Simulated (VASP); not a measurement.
# Zr6C5 in VASP: single point with PBE

Aim: the single point of Zr6C5 with PBE.

Everything below comes from runs of VASP 6.6.1. Logs are shortened: lines on timing, memory, paths and dates and some standing lists are left out, and cuts for length are marked.

### Step 1. Starting point

The cell holds a slab with vacuum, 11 atoms: a = 3.324 Å, b = 3.324 Å, c = 23.569 Å, α = 90.00°, β = 90.00°, γ = 120.00°.

### Step 2. Single point, PBE

Input file INCAR:

```
  PREC = Accurate
  ENCUT = 460
  EDIFF = 1E-7
  ISMEAR = 1
  SIGMA = 0.1
  LREAL = F
  LASPH = T
  NELM = 120
  ALGO = Normal
  ISIF = 2
  LWAVE = F
  LCHARG = F
  LDIPOL = T
  IDIPOL = 3
  DIPOL = 0.5 0.5 0.500
  GGA = PE
  NBANDS = 65
  LVHAR = T
  LVACPOTAV = T
```

Input file KPOINTS:

```
Automatic mesh
0
Gamma
  11 11 1
```

Input file POSCAR:

```
Zr6C5
1.0
    3.3236988564      0.0000000000      0.0000000000
   -1.6618494282      2.8784076442      0.0000000000
    0.0000000000      0.0000000000     23.5689437615
Zr C
6 5
Direct
    0.3333333333      0.6666666667      0.2121435755
    0.0000000000      0.0000000000      0.3272861453
    0.6666666667      0.3333333333      0.4424287151
    0.3333333333      0.6666666667      0.5575712849
    0.0000000000      0.0000000000      0.6727138547
    0.6666666667      0.3333333333      0.7878564245
    0.6666666667      0.3333333333      0.2697148604
    0.3333333333      0.6666666667      0.3848574302
    0.0000000000      0.0000000000      0.5000000000
    0.6666666667      0.3333333333      0.6151425698
    0.3333333333      0.6666666667      0.7302851396
```

Potentials or basis: VASP PAW PBE potentials, release 64 (Zr_sv, C).

Launch:

```bash
$ cat potpaw_PBE.64/Zr_sv/POTCAR potpaw_PBE.64/C/POTCAR > POTCAR
$ mpirun -np 1 vasp_std > vasp.out
```

OUTCAR:

```text
PREC = Accurate
   ENCUT = 460
   EDIFF = 1E-7
   ISMEAR = 1
   LREAL = F
   LASPH = T
   NELM = 120
   ISIF = 2
   GGA = PE

 Found     16 irreducible k-points:

 Following reciprocal coordinates:
            Coordinates               Weight
  0.000000  0.000000  0.000000      1.000000
  0.090909 -0.000000  0.000000      6.000000
  0.181818  0.000000  0.000000      6.000000
  0.272727  0.000000  0.000000      6.000000
  0.363636 -0.000000  0.000000      6.000000
  0.454545  0.000000  0.000000      6.000000
   k-points           NKPTS =     16   k-points in BZ     NKDIM =     16   number of bands    NBANDS=     65
   number of dos      NEDOS =    301   number of ions     NIONS =     11
   total plane-waves  NPLWV =  96768
   dimension x,y,z NGX =    24 NGY =   24 NGZ =  168
   dimension x,y,z NGXF=    48 NGYF=   48 NGZF=  336
   ions per type =               6   5
   NGX,Y,Z   is equivalent  to a cutoff of  12.00, 12.00, 11.85 a.u.
   NGXF,Y,Z  is equivalent  to a cutoff of  24.01, 24.01, 23.70 a.u.
 SYSTEM =  unknown system
   PREC   = accura    normal or accurate (medium, high low for compatibility)
   ISTART =      0    job   : 0-new  1-cont  2-samecut
   ICHARG =      2    charge: 1-file 2-atom 10-const
   ISPIN  =      1    spin polarized calculation?
   LNONCOLLINEAR =      F non collinear calculations
   LSORBIT =      F    spin-orbit coupling
   LASPH  =      T    aspherical Exc in radial PAW
   ENCUT  =  460.0 eV  33.81 Ry    5.81 a.u.   5.81  5.81 41.22*2*pi/ulx,y,z
   NELM   =    120;   NELMIN=  2; NELMDL= -5     # of ELM steps
   EDIFF  = 0.1E-06   stopping-criterion for ELM
   LREAL  =      F    real-space projection
   EDIFFG = 0.1E-05   stopping-criterion for IOM
   NSW    =      0    number of steps for IOM
   IBRION =     -1    ionic relax: 0-MD 1-quasi-New 2-CG
   NFREE  =      0    steps in history (QN), initial steepest desc. (CG)
   ISIF   =      2    stress and relaxation
   ISYM   =      2    0-nonsym 1-usesym 2-fastsym
   POTIM  = 0.5000    time-step for ionic-motion
   TEBEG  =    0.0;   TEEND  =   0.0 temperature during run
   PSTRESS=    0.0 pullay stress
   NELECT =      92.0000    total number of electrons
   NUPDOWN=      -1.0000    fix difference up-down
   EMIN   =  10.00;   EMAX   =-10.00  energy-range for DOS
   EFERMI =   0.00;   METHOD = LEGACY
   ISMEAR =     1;   SIGMA  =   0.10  broadening in eV -4-tet -1-fermi 0-gaus
   EFERMI_NEDOS =   21; number of points for ismear=-14 and -15
   IALGO  =     38    algorithm
   IMIX   =      4    mixing-type and parameters
     AMIX     =   0.40;   BMIX     =  1.00
     AMIX_MAG =   1.60;   BMIX_MAG =  1.00
  volume/ion in A,a.u.               =      20.50       138.33
  Fermi-wavevector in a.u.,A,eV,Ry     =   1.214226  2.294554 20.059668  1.474344
  Thomas-Fermi vector in A             =   2.349652
   LORBIT       =      0    0 simple, 1 ext, 2 COOP (PROOUT), +10 PAW based schemes
   GGA     = PE    functional components
   LHFCALC =     F    Hartree Fock is set to
   AEXX    =    0.0000 exact exchange contribution
   IVDW    =     0    specifies the selected vdW correction
   LEPSILON=     F    determine dielectric tensor
   LRPA    =     F    only Hartree local field effects (RPA)
 non-spin polarized calculation
 Methfessel and Paxton  Order N= 1 SIGMA  =   0.10
  energy-cutoff  :      460.00
  volume of cell :      225.48
 maximum number of plane-waves:      5076
 NGX is ok and might be reduce to    24
   NGX = 11   NGY = 11   NGZ = 83

 number of electron      91.9999995 magnetization

 dipolmoment           0.000000      0.000000     -0.000000 electrons x Angstroem

 Free energy of the ion-electron system (eV)
  ---------------------------------------------------
  ext. energy  EPLUGINS =         0.00000000
  ---------------------------------------------------
  free energy    TOTEN  =      -103.75566421 eV

  energy without entropy =     -103.75719041  energy(sigma->0) =     -103.75617294

 E-fermi :   5.2962     XC(G=0):  -8.9904

 val. band max:        5.2785339022   @ k =   0.0000   0.0000   0.0000
 cond. band min:       5.3085818300   @ k =   0.3636  -0.0000   0.0000
 fundamental gap:      0.0300479279
 Fermi energy:         5.2961715245

 k-point     1 :       0.0000    0.0000    0.0000
  band No.  band energies     occupation
      1     -43.7451      2.00000
      2     -43.7451      2.00000
      3     -42.8298      2.00000
      4     -42.8254      2.00000
      5     -42.7589      2.00000
      6     -42.7126      2.00000
[... 50 lines left out ...]
     57       7.8993      0.00000
     58       7.9460      0.00000

 k-point     2 :       0.0909   -0.0000    0.0000
  band No.  band energies     occupation
      1     -43.7402      2.00000
      2     -43.7402      2.00000
      3     -42.8238      2.00000
      4     -42.8197      2.00000
      5     -42.7534      2.00000
      6     -42.7086      2.00000
[... 50 lines left out ...]
     57       8.0328      0.00000
     58       8.1568      0.00000

 k-point     3 :       0.1818    0.0000    0.0000
  band No.  band energies     occupation
      1     -43.7271      2.00000
      2     -43.7270      2.00000
      3     -42.8075      2.00000
      4     -42.8045      2.00000
      5     -42.7385      2.00000
      6     -42.6979      2.00000
[... 50 lines left out ...]
     57       8.1264      0.00000
     58       8.5292      0.00000

 k-point     4 :       0.2727    0.0000    0.0000
  band No.  band energies     occupation
      1     -43.7098      2.00000
      2     -43.7098      2.00000
      3     -42.7862      2.00000
      4     -42.7845      2.00000
      5     -42.7184      2.00000
      6     -42.6845      2.00000
[... 50 lines left out ...]
     57       8.5346      0.00000
     58       8.6549      0.00000

 k-point     5 :       0.3636   -0.0000    0.0000
  band No.  band energies     occupation
      1     -43.6938      2.00000
      2     -43.6938      2.00000
      3     -42.7665      2.00000
      4     -42.7658      2.00000
      5     -42.6986      2.00000
      6     -42.6733      2.00000
[... 50 lines left out ...]
     57       9.0889      0.00000
     58       9.1197      0.00000

 k-point     6 :       0.4545    0.0000    0.0000
  band No.  band energies     occupation
      1     -43.6843      2.00000
      2     -43.6843      2.00000
      3     -42.7548      2.00000
      4     -42.7546      2.00000
      5     -42.6856      2.00000
      6     -42.6679      2.00000
[... 50 lines left out ...]
     57       9.4953      0.00000
     58       9.5886      0.00000

 [... further k-points ...]

 [bands above 58 left out]

------------------------ aborting loop because EDIFF is reached ----------------------------------------

  FORCE on cell =-STRESS in cart. coord.  units (eV):
  Direction    XX          YY          ZZ          XY          YZ          ZX
  --------------------------------------------------------------------------------------
  -------------------------------------------------------------------------------------
  Total       -1.5091561     -1.5091561     -4.9488394      0.0000000     -0.0000000     -0.0000000
  in kB      -10.7233547    -10.7233547    -35.1641279      0.0000000     -0.0000000     -0.0000000
  external PRESSURE =     -18.8702791 kB  Pullay stress =       0.0000000 kB

 VOLUME and BASIS-vectors are now :
 -----------------------------------------------------------------------------
  energy-cutoff  :      460.00
  volume of cell :      225.48
      direct lattice vectors                 reciprocal lattice vectors
     3.323698856  0.000000000  0.000000000     0.300869616  0.173707154  0.000000000
    -1.661849428  2.878407644  0.000000000     0.000000000  0.347414308  0.000000000
     0.000000000  0.000000000 23.568943762     0.000000000  0.000000000  0.042428715

 POSITION                                       TOTAL-FORCE (eV/Angst)
 -----------------------------------------------------------------------------------
     -0.00000      1.91894      5.00000         0.000000      0.000000      1.531092
      0.00000      0.00000      7.71379        -0.000000     -0.000000      0.469532
      1.66185      0.95947     10.42758         0.000000      0.000000     -0.022596
     -0.00000      1.91894     13.14137        -0.000000     -0.000000      0.022596
      0.00000      0.00000     15.85516        -0.000000      0.000000     -0.469532
      1.66185      0.95947     18.56894        -0.000000     -0.000000     -1.531092
      1.66185      0.95947      6.35689         0.000000     -0.000000     -1.718840
     -0.00000      1.91894      9.07068         0.000000     -0.000000     -0.192797
      0.00000      0.00000     11.78447        -0.000000     -0.000000     -0.000000
      1.66185      0.95947     14.49826        -0.000000      0.000000      0.192797
     -0.00000      1.91894     17.21205        -0.000000      0.000000      1.718840
 -----------------------------------------------------------------------------------
    total drift:                                0.000000      0.000000      0.000000

  FREE ENERGIE OF THE ION-ELECTRON SYSTEM (eV)
  ---------------------------------------------------
  free  energy   TOTEN  =      -103.7556642094 eV

  energy  without entropy=     -103.7571904129  energy(sigma->0) =     -103.75617294
```

Wall time 6.7 min (1 thread of AMD EPYC 7R43 (Zen 3), shared host); peak memory 0.33 GiB.

The run converged, but some of its settings lie outside the range that counts as converged, so its numbers aren't taken as properties of the slab.

Results:

* Free energy: -103.7557 eV
* Largest force: 1.719 eV/Å
* Band gap on the k mesh: none (metal or under the smearing width)

Caveat: the cutoff is under 1.25 times the usual one of these potentials, so pressure, stress and relaxed cells hold a basis-set (Pulay) error.
